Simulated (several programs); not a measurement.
## NaH (zincblende) from semi-empirical methods to plane-wave DFT

NaH (zincblende), relaxed with r2SCAN in Ansatz, was computed with several methods. The symmetry is F-43m (No. 216, cubic); a = 5.194 Å in the conventional setting, 17.51 Å³ an atom. Around Na lie 4 H at 2.25 Å; around H lie 4 Na at 2.25 Å. The cell comes from a prototype generator: it can be a known phase or a hypothetical one. Spin polarisation is off.

Space group F-43m (No. 216). a = 5.194 Å, b = 5.194 Å, c = 5.194 Å, α = 90.00°, β = 90.00°, γ = 90.00°
```csv
atom,site,symmetry,x,y,z
Na,4a,-43m,0.0000,0.0000,0.0000
H,4d,-43m,0.2500,0.2500,0.7500
```

Gaps and times are for a single point on this cell; volume and bulk modulus come from each method's own relaxation or energy curve at fixed shape. Times are rough, from shared hosts (Arm Neoverse V1), and each method has its own mesh and cell size. A star marks a curve whose lowest point is an end point. PM6 (MOPAC), PM7 (MOPAC), GFN1-xTB (tblite), GFN2-xTB (tblite) treat a cluster of cells at its zone centre, which samples few k points: where these miss a band edge, the gap comes out too large for that reason alone. Gaps from k meshes are read at a limited set of points (mesh, symmetry points, PBE's band edges), so each method's own least gap may be somewhat smaller. xTB and the PM methods were fitted mostly to molecules, and can miss a solid's gap by electronvolts. Minimal bases can be far off for gaps. Times of the plane-wave ladder aren't listed, since it ran on unlike processors and cards. GLLB-SC's gap includes the derivative discontinuity. G0W0 is at finite bands, cutoff and mesh. d marks a direct gap, i an indirect one (no mark: not told apart), a dash a value that wasn't computed or didn't pass its checks.

| method | kind | gap (eV) | own volume (Å³/atom) | bulk modulus (GPa) | atoms computed | processor time |
| --- | --- | --- | --- | --- | --- | --- |
| light PBE (260 eV and a coarse mesh) | light plane-wave | 3.60 i | – | – | 2 | 0.54 s |
| PM7 (MOPAC) | semi-empirical | 12.34 | – | – | cluster | 0.78 s |
| PM6 (MOPAC) | semi-empirical | 8.27 | – | – | cluster | 1 s |
| PBE | semilocal | 3.61 i | 17.77 | 17 | 2 | – |
| GFN1-xTB (tblite) | tight binding | 7.91 | 15.65* | 18* | cluster | 2.5 s |
| r2SCAN | semilocal | 4.05 i | 17.51 | 18 | 2 | – |
| GLLB-SC (GPAW) | model potential | 7.92 | – | – | 2 | 5 s |
| GFN2-xTB (tblite) | tight binding | 8.86 | – | – | cluster | 5 s |
| PBE/SZV (CP2K) | small basis | 3.44 i | – | – | 2 | 9.4 s |
| PBE/DZVP (CP2K) | small basis | 3.27 i | – | – | 2 | 11 s |
| PBE/single zeta (GPAW) | small basis | 3.64 i | – | – | 2 | 26 s |
| G0W0@r2SCAN (140 eV screening cutoff) | many-body | 6.17 | – | – | 2 | – |
| G0W0@PBE (210 eV screening cutoff) | many-body | 5.84 | – | – | 2 | – |

Against r2SCAN (4.05 eV) and with closed or daggered gaps left aside, the nearest gap at the points sampled is that of PBE/single zeta (GPAW) (-0.41 eV) and the farthest that of PM7 (MOPAC) (+8.29 eV). r2SCAN is only a yardstick of convenience: semilocal gaps usually lie below measured ones, which GLLB-SC and hybrids aim to mend.

Volumes against r2SCAN's: PBE +1.5 %.
